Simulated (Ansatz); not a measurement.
Piezoelectric tensor of GaAs at 22 GPa (stress–strain coefficients)

The calculation used DFT PBEsol, scalar-relativistic, plane waves, PAW in Ansatz. Settings: 420 eV plane-wave cutoff, Γ-centred 12×12×12 mesh, fixed occupations. No spin polarisation.

The cell, relaxed at 22 GPa:
```yaml
crystal:
  lattice:
    - [0.00000, 2.64653, 2.64653]
    - [2.64653, 0.00000, 2.64653]
    - [2.64653, 2.64653, 0.00000]
  atoms:
    - { symbol: Ga, position: [0.00000, 0.00000, 0.00000] }
    - { symbol: As, position: [0.75000, 0.75000, 0.75000] }
```

The real crystal has changed phase below this pressure. The bands were filled as in an insulator; under compression the gap may have closed between mesh points.

**Question.** Give the relaxed-ion proper piezoelectric stress tensor e_iJ (C/m², Voigt columns xx yy zz yz xz xy).

**Answer.**
```
x    0.000  0.000  0.000 -0.197  0.000  0.000
y    0.000  0.000  0.000  0.000 -0.197  0.000
z    0.000  0.000  0.000  0.000  0.000 -0.197
```
Signs follow the orientation of the cell as given.

**Question.** With the elastic constants (GPa, Voigt order)
C11 = 195.7, C12 = 140.5, C13 = 140.5, C22 = 195.7, C23 = 140.5, C33 = 195.7, C44 = 60.7, C55 = 60.7, C66 = 60.7 GPa; the others vanish.
find the strain coefficients d = e·C⁻¹ (pC/N).

**Answer.**
```
x    0.00  0.00  0.00 -3.24  0.00  0.00
y    0.00  0.00  0.00  0.00 -3.24  0.00
z    0.00  0.00  0.00  0.00  0.00 -3.24
```

Cost: 1 run of about 4.1 core-minutes, on Arm Neoverse V1 (shared hosts).